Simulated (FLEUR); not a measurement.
# MoSe2 (P6_3/mmc) in FLEUR: notebook

Runs on MoSe2. Level: PBE. Tasks: band structure.

All numbers are computed with FLEUR MaX-R8.1 (later development tree); they aren't measurements. Logs are shortened: lines on timing, memory, paths and dates and some standing lists are left out, and cuts for length are marked.

### 1 The crystal as given

It takes space group P6_3/mmc (No. 194, hexagonal). Conventional cell: a = 3.288 Å, b = 3.288 Å, c = 12.900 Å, α = 90.00°, β = 90.00°, γ = 120.00°. Mo (site symmetry -6m2) has 6 Se at 2.49 Å as nearest neighbours. Se (site symmetry 3m) has 3 Mo at 2.49 Å as nearest neighbours.

### 2 Band structure, PBE

Contents of inp.xml:

```xml
<?xml version="1.0" encoding="UTF-8" standalone="no"?>
<fleurInput fleurInputVersion="0.39">
   <comment>
      MoSe2                                                                                               
   </comment>
   <calculationSetup>
      <cutoffs Kmax="4.9" Gmax="15.2" GmaxXC="15.2" numbands="0"/>
      <scfLoop itmax="60" minDistance="0.00001" maxIterBroyd="15" imix="Anderson" alpha="0.05" precondParam="0.0" spinf="2.0" sdNocoIR="T"/>
      <coreElectrons ctail="T" frcor="F" kcrel="0" coretail_lmax="0"/>
      <xcFunctional name="pbe" relativisticCorrections="F"/>
      <magnetism jspins="1"/>
      <soc l_soc="F" theta="0.0" phi="0.0" spav="F"/>
      <expertModes spex="0" secvar="F"/>
      <geometryOptimization l_f="F" forcealpha="1.0" forcemix="BFGS" epsdisp="0.00001" epsforce="0.00001"/>
      <ldaU l_linMix="F" mixParam="0.05" spinf="1.0"/>
   </calculationSetup>
   <cell>
      <bzIntegration valenceElectrons="92.0" mode="hist" fermiSmearingEnergy="0.00183747">
         <kPointListSelection listName="default-1"/>
         <!-- k-points included here -->
         <xi:include xmlns:xi="http://www.w3.org/2001/XInclude" href="kpts.xml"> </xi:include>
      </bzIntegration>
      <!-- symmetry operations included here -->
[... 39 lines left out ...]
         <lo type="SCLO" l="1" n="4" eDeriv="2"/>
         <lo type="SCLO" l="3" n="4" eDeriv="2"/>
      </species>
   </atomSpecies>
   <atomGroups>
      <atomGroup species="Molybdenum (Mo)">
         <relPos label="                   1">-1.000/3.000 1.000/3.000 -1.000/4.000</relPos>
         <relPos label="                   2">1.000/3.000 -1.000/3.000 1.000/4.000</relPos>
         <force calculate="T" relaxXYZ="TTT"/>
      </atomGroup>
      <atomGroup species="Selenium (Se)">
         <relPos label="                   3">-1.000/3.000 1.000/3.000 3.000/8.000</relPos>
         <relPos label="                   4">1.000/3.000 -1.000/3.000 -1.000/8.000</relPos>
         <relPos label="                   5">-1.000/3.000 1.000/3.000 1.000/8.000</relPos>
         <relPos label="                   6">1.000/3.000 -1.000/3.000 -3.000/8.000</relPos>
         <force calculate="T" relaxXYZ="TTT"/>
      </atomGroup>
   </atomGroups>
   <output dos="F" band="F" slice="F">
      <checks vchk="F" cdinf="F"/>
      <bandDOS minEnergy="-.5*Htr" maxEnergy="0.5*Htr" sigma="0.015" storeEVData="T"/>
      <vacuumDOS vacdos="F" integ="F" star="F" nstars="0" locx1="0.0" locy1="0.0" locx2="0.0" locy2="0.0" nstm="0" tworkf="0.0"/>
      <unfoldingBand unfoldBand="F" supercellX="1" supercellY="1" supercellZ="1"/>
      <plotting iplot="0" polar="F">
         <plot TwoD="T" vec1="  1.0  0.0  0.0" vec2="  0.0  1.0  0.0" vec3="  0.0  0.0  1.0" zero="  0.0  0.0  0.0" file="plot"/>
      </plotting>
      <chargeDensitySlicing numkpt="0" minEigenval="0.0" maxEigenval="0.0" nnne="0" pallst="F"/>
      <specialOutput eonly="F"/>
      <moessbauerParams electricFieldGradient="T" isomerShift="T" coreHyperfine="T" valenceHyperfine="T"/>
      <magneticCircularDichroism mcd="F" energyLo="-10.0" energyUp="0.0"/>
   </output>
  <!-- We include the file relax.xml here to enable relaxations (see documentation) -->
  <xi:include xmlns:xi="http://www.w3.org/2001/XInclude" href="relax.xml"> <xi:fallback/> </xi:include>
</fleurInput>
```

Contents of crystal.txt:

```
MoSe2
&input cartesian=F /
3.2880000000  0.0000000000  0.0000000000
-1.6440000000  2.8474915276  0.0000000000
0.0000000000  0.0000000000  12.9000000000
1.8897261246
1.0 1.0 1.0

6
42 0.6666666667  0.3333333333  0.7500000000
42 0.3333333333  0.6666666667  0.2500000000
34 0.6666666667  0.3333333333  0.3750000000
34 0.3333333333  0.6666666667  0.8750000000
34 0.6666666667  0.3333333333  0.1250000000
34 0.3333333333  0.6666666667  0.6250000000

&kpt div1=9 div2=9 div3=2 gamma=T /
```

Contents of inp.xml (bands):

```
<?xml version="1.0" encoding="UTF-8" standalone="no"?>
<fleurInput fleurInputVersion="0.39">
   <comment>
      MoSe2                                                                                               
   </comment>
   <calculationSetup>
      <cutoffs Kmax="4.9" Gmax="15.2" GmaxXC="15.2" numbands="0"/>
      <scfLoop itmax="60" minDistance="0.00001" maxIterBroyd="15" imix="Anderson" alpha="0.05" precondParam="0.0" spinf="2.0" sdNocoIR="T"/>
      <coreElectrons ctail="T" frcor="F" kcrel="0" coretail_lmax="0"/>
      <xcFunctional name="pbe" relativisticCorrections="F"/>
      <magnetism jspins="1"/>
      <soc l_soc="F" theta="0.0" phi="0.0" spav="F"/>
      <expertModes spex="0" secvar="F"/>
      <geometryOptimization l_f="F" forcealpha="1.0" forcemix="BFGS" epsdisp="0.00001" epsforce="0.00001"/>
      <ldaU l_linMix="F" mixParam="0.05" spinf="1.0"/>
   </calculationSetup>
   <cell>
      <bzIntegration valenceElectrons="92.0" mode="hist" fermiSmearingEnergy="0.00183747">
         <kPointListSelection listName="path-1"/>
         <!-- k-points included here -->
         <xi:include xmlns:xi="http://www.w3.org/2001/XInclude" href="kpts.xml"> </xi:include>
      </bzIntegration>
      <!-- symmetry operations included here -->
[... 40 lines left out ...]
         <lo type="SCLO" l="3" n="4" eDeriv="2"/>
      </species>
   </atomSpecies>
   <atomGroups>
      <atomGroup species="Molybdenum (Mo)">
         <relPos label="                   1">-1.000/3.000 1.000/3.000 -1.000/4.000</relPos>
         <relPos label="                   2">1.000/3.000 -1.000/3.000 1.000/4.000</relPos>
         <force calculate="T" relaxXYZ="TTT"/>
      </atomGroup>
      <atomGroup species="Selenium (Se)">
         <relPos label="                   3">-1.000/3.000 1.000/3.000 3.000/8.000</relPos>
         <relPos label="                   4">1.000/3.000 -1.000/3.000 -1.000/8.000</relPos>
         <relPos label="                   5">-1.000/3.000 1.000/3.000 1.000/8.000</relPos>
         <relPos label="                   6">1.000/3.000 -1.000/3.000 -3.000/8.000</relPos>
         <force calculate="T" relaxXYZ="TTT"/>
      </atomGroup>
   </atomGroups>
   <output dos="F" band="T" slice="F">
      <checks vchk="F" cdinf="F"/>
      <bandDOS minEnergy="-.5*Htr" maxEnergy="0.5*Htr" sigma="0.015" storeEVData="T"/>
      <vacuumDOS vacdos="F" integ="F" star="F" nstars="0" locx1="0.0" locy1="0.0" locx2="0.0" locy2="0.0" nstm="0" tworkf="0.0"/>
      <unfoldingBand unfoldBand="F" supercellX="1" supercellY="1" supercellZ="1"/>
      <plotting iplot="0" polar="F">
         <plot TwoD="T" vec1="  1.0  0.0  0.0" vec2="  0.0  1.0  0.0" vec3="  0.0  0.0  1.0" zero="  0.0  0.0  0.0" file="plot"/>
      </plotting>
      <chargeDensitySlicing numkpt="0" minEigenval="0.0" maxEigenval="0.0" nnne="0" pallst="F"/>
      <specialOutput eonly="F"/>
      <moessbauerParams electricFieldGradient="T" isomerShift="T" coreHyperfine="T" valenceHyperfine="T"/>
      <magneticCircularDichroism mcd="F" energyLo="-10.0" energyUp="0.0"/>
   </output>
  <!-- We include the file relax.xml here to enable relaxations (see documentation) -->
  <xi:include xmlns:xi="http://www.w3.org/2001/XInclude" href="relax.xml"> <xi:fallback/> </xi:include>
</fleurInput>
```

Potentials or basis: all-electron, FLAPW.

Launch:

```
> inpgen -f crystal.txt -profile fastHighL
> # inp.xml edited to the form shown
> fleur_MPI
> fleur_MPI   # second run, on inp.xml (bands)
```

Output:

```text
Welcome to FLEUR        (www.flapw.de)
      MaX-Release 8.1          (www.max-centre.eu)

 ========== k-point set info ==========
 Selected k-point list: default-1
 k-point list type: mesh
 9 x 9 x 2
 Number of k points: 24

 ------------Calculation Setup---------------------------
 Number of MPI-tasks      :            1
 Number of PE/node        :            1
 Number of OMP-threads    :            1
 Most efficient MPI parallelization for:
           1           2           3           4           6           8          12          24
 Additional eigenvalue parallelization possible
 Number of basis functions:         1869
 Approximate size of matrices (H+S) per k-point:         0.052 GB
 --------------------------------------------------------
 Iteration:     1   Distance:      11.29695944 me/bohr^3
 Iteration:     2   Distance:       9.68954214 me/bohr^3
 Iteration:     3   Distance:       4.85072695 me/bohr^3
 Iteration:     4   Distance:       5.33065098 me/bohr^3
 Iteration:     5   Distance:       3.55521782 me/bohr^3
 Iteration:     6   Distance:       2.33573935 me/bohr^3
 Iteration:     7   Distance:       1.53439082 me/bohr^3
 Iteration:     8   Distance:       0.17215989 me/bohr^3
 Iteration:     9   Distance:       0.32116122 me/bohr^3
 Iteration:    10   Distance:       0.03080669 me/bohr^3
 Iteration:    11   Distance:       0.03673497 me/bohr^3
 Iteration:    12   Distance:       0.00453875 me/bohr^3
 Iteration:    13   Distance:       0.00094608 me/bohr^3
 Iteration:    14   Distance:       0.00041759 me/bohr^3
 Iteration:    15   Distance:       0.00012902 me/bohr^3
 Iteration:    16   Distance:       0.00010778 me/bohr^3
 Iteration:    17   Distance:       0.00007959 me/bohr^3
 Iteration:    18   Distance:       0.00001880 me/bohr^3
 Iteration:    19   Distance:       0.00000459 me/bohr^3

 ********************************************************************
 Run finished successfully
 Stop message:
   all done
 ********************************************************************
```

It took 14 min on 1 thread of Arm Neoverse V2, shared host; peak memory 0.21 GiB.

What came out:

- Free energy: -484914.3350 eV
- Band gap on the k mesh: 0.89 eV, indirect (least direct gap 1.38 eV)
- Band gap along the path: 0.85 eV, indirect (least direct gap 1.38 eV)
- Valence electrons inside the program's atomic spheres: Mo 11.86; Se 13.28 (radii Mo 2.36, Se 2.0 bohr)

Levels at the corners of the path, in eV from the valence-band top:
| point | band 43 | band 44 | band 45 | band 46 | band 47 | band 48 | band 49 | band 50 |
| --- | --- | --- | --- | --- | --- | --- | --- | --- |
| Γ | -1.83 | -1.08 | -0.88 | 0.00 | 2.41 | 2.41 | 2.46 | 2.46 |
| M | -1.40 | -1.32 | -1.22 | -1.20 | 1.37 | 1.41 | 1.73 | 1.99 |
| K | -2.47 | -2.47 | -0.66 | -0.49 | 0.89 | 0.89 | 1.76 | 2.68 |
| Γ | -1.83 | -1.08 | -0.88 | 0.00 | 2.41 | 2.41 | 2.46 | 2.46 |
| A | -1.85 | -1.85 | -0.20 | -0.20 | 2.42 | 2.42 | 2.42 | 2.42 |
| L | -1.30 | -1.30 | -1.26 | -1.26 | 1.39 | 1.39 | 1.88 | 1.88 |
| H | -2.61 | -2.61 | -0.59 | -0.59 | 0.89 | 0.89 | 2.21 | 2.21 |
| A | -1.85 | -1.85 | -0.20 | -0.20 | 2.42 | 2.42 | 2.42 | 2.42 |
| L | -1.30 | -1.30 | -1.26 | -1.26 | 1.39 | 1.39 | 1.88 | 1.88 |
| M | -1.40 | -1.32 | -1.22 | -1.20 | 1.37 | 1.41 | 1.73 | 1.99 |
| K | -2.47 | -2.47 | -0.66 | -0.49 | 0.89 | 0.89 | 1.76 | 2.68 |
| H | -2.61 | -2.61 | -0.59 | -0.59 | 0.89 | 0.89 | 2.21 | 2.21 |

Core levels (eV from the Fermi level):
| atom | levels |
| --- | --- |
| 1 Mo | 1s1/2 -19810.2, 2s1/2 -2795.0, 2p1/2 -2570.9, 2p3/2 -2464.3, 3s1/2 -473.4, 3p1/2 -388.1, 3p3/2 -370.6, 3d3/2 -220.0, 3d5/2 -216.6 |
| 2 Mo | 1s1/2 -19810.2, 2s1/2 -2795.0, 2p1/2 -2570.9, 2p3/2 -2464.3, 3s1/2 -473.4, 3p1/2 -388.1, 3p3/2 -370.6, 3d3/2 -220.0, 3d5/2 -216.6 |
| 3 Se | 1s1/2 -12495.7, 2s1/2 -1601.2, 2p1/2 -1435.8, 2p3/2 -1394.1, 3s1/2 -208.2, 3p1/2 -151.6, 3p3/2 -145.8 |
| 4 Se | 1s1/2 -12495.7, 2s1/2 -1601.2, 2p1/2 -1435.8, 2p3/2 -1394.1, 3s1/2 -208.2, 3p1/2 -151.6, 3p3/2 -145.8 |
| 5 Se | 1s1/2 -12495.7, 2s1/2 -1601.2, 2p1/2 -1435.8, 2p3/2 -1394.1, 3s1/2 -208.2, 3p1/2 -151.6, 3p3/2 -145.8 |
| 6 Se | 1s1/2 -12495.7, 2s1/2 -1601.2, 2p1/2 -1435.8, 2p3/2 -1394.1, 3s1/2 -208.2, 3p1/2 -151.6, 3p3/2 -145.8 |

### 3 Band structure, PBE, spin-orbit coupling, no magnetisation

Changes to inp.xml since step 2:

```diff
@@ -6,3 +6,3 @@
    <calculationSetup>
-      <cutoffs Kmax="4.9" Gmax="15.2" GmaxXC="15.2" numbands="0"/>
+      <cutoffs Kmax="4.9" Gmax="15.2" GmaxXC="15.2" numbands="300"/>
       <scfLoop itmax="60" minDistance="0.00001" maxIterBroyd="15" imix="Anderson" alpha="0.05" precondParam="0.0" spinf="2.0" sdNocoIR="T"/>
@@ -11,3 +11,3 @@
       <magnetism jspins="1"/>
-      <soc l_soc="F" theta="0.0" phi="0.0" spav="F"/>
+      <soc l_soc="T" theta="0.0" phi="0.0" spav="F"/>
       <expertModes spex="0" secvar="F"/>
```

crystal.txt: that of step 2 with these lines changed.

```diff
@@ -16,2 +16,3 @@
 
-&kpt div1=9 div2=9 div3=2 gamma=T /
+&soc 0.0 0.0 /
+&kpt div1=7 div2=7 div3=2 gamma=T /
```

Changes to inp.xml (bands) since step 2:

```diff
@@ -6,3 +6,3 @@
    <calculationSetup>
-      <cutoffs Kmax="4.9" Gmax="15.2" GmaxXC="15.2" numbands="0"/>
+      <cutoffs Kmax="4.9" Gmax="15.2" GmaxXC="15.2" numbands="300"/>
       <scfLoop itmax="60" minDistance="0.00001" maxIterBroyd="15" imix="Anderson" alpha="0.05" precondParam="0.0" spinf="2.0" sdNocoIR="T"/>
@@ -11,3 +11,3 @@
       <magnetism jspins="1"/>
-      <soc l_soc="F" theta="0.0" phi="0.0" spav="F"/>
+      <soc l_soc="T" theta="0.0" phi="0.0" spav="F"/>
       <expertModes spex="0" secvar="F"/>
```

Potentials or basis: all-electron, FLAPW.

Launch:

```
> inpgen -f crystal.txt -profile fastHighL
> # inp.xml edited to the form shown
> fleur_MPI
> fleur_MPI   # second run, on inp.xml (bands)
```

Wall time 32 min (1 thread of Arm Neoverse V2, shared host); peak memory 0.48 GiB.

The run converged. Its results:

```yaml
Free_energy: -484914.6095 eV
Band_gap_on_the_k_mesh: 1.02 eV, indirect (least direct gap 1.72 eV)
Band_gap_along_the_path: 0.84 eV, indirect (least direct gap 1.32 eV)
Valence_electrons_inside_the_program's_atomic_spheres: Mo 11.86; Se 13.28 (radii Mo 2.36, Se 2.0 bohr)
```

Levels at the corners of the path, in eV from the valence-band top:
```tsv
point	band 90	band 91	band 92	band 93	band 94	band 95
Γ	-0.89	0.00	0.00	2.26	2.26	2.31
M	-1.21	-1.19	-1.19	1.35	1.35	1.39
K	-0.71	-0.46	-0.46	0.87	0.87	0.89
Γ	-0.89	0.00	0.00	2.26	2.26	2.31
A	-0.20	-0.20	-0.20	2.28	2.28	2.28
L	-1.23	-1.23	-1.23	1.37	1.37	1.37
H	-0.69	-0.50	-0.50	0.87	0.87	0.89
A	-0.20	-0.20	-0.20	2.28	2.28	2.28
L	-1.23	-1.23	-1.23	1.37	1.37	1.37
M	-1.21	-1.19	-1.19	1.35	1.35	1.39
K	-0.71	-0.46	-0.46	0.87	0.87	0.89
H	-0.69	-0.50	-0.50	0.87	0.87	0.89
```

Core levels (eV from the Fermi level):
| atom | levels |
| --- | --- |
| 1 Mo | 1s1/2 -19810.2, 2s1/2 -2795.0, 2p1/2 -2570.9, 2p3/2 -2464.4, 3s1/2 -473.4, 3p1/2 -388.1, 3p3/2 -370.6, 3d3/2 -220.0, 3d5/2 -216.7 |
| 2 Mo | 1s1/2 -19810.2, 2s1/2 -2795.0, 2p1/2 -2570.9, 2p3/2 -2464.4, 3s1/2 -473.4, 3p1/2 -388.1, 3p3/2 -370.6, 3d3/2 -220.0, 3d5/2 -216.7 |
| 3 Se | 1s1/2 -12495.7, 2s1/2 -1601.2, 2p1/2 -1435.8, 2p3/2 -1394.1, 3s1/2 -208.2, 3p1/2 -151.6, 3p3/2 -145.8 |
| 4 Se | 1s1/2 -12495.7, 2s1/2 -1601.2, 2p1/2 -1435.8, 2p3/2 -1394.1, 3s1/2 -208.2, 3p1/2 -151.6, 3p3/2 -145.8 |
| 5 Se | 1s1/2 -12495.7, 2s1/2 -1601.2, 2p1/2 -1435.8, 2p3/2 -1394.1, 3s1/2 -208.2, 3p1/2 -151.6, 3p3/2 -145.8 |
| 6 Se | 1s1/2 -12495.7, 2s1/2 -1601.2, 2p1/2 -1435.8, 2p3/2 -1394.1, 3s1/2 -208.2, 3p1/2 -151.6, 3p3/2 -145.8 |

Caveat: spin-orbit coupling is added in second variation on a limited number of bands; the mesh misses the band edges, which the band path finds closer together. As with any semilocal functional, this PBE gap is likely too small.
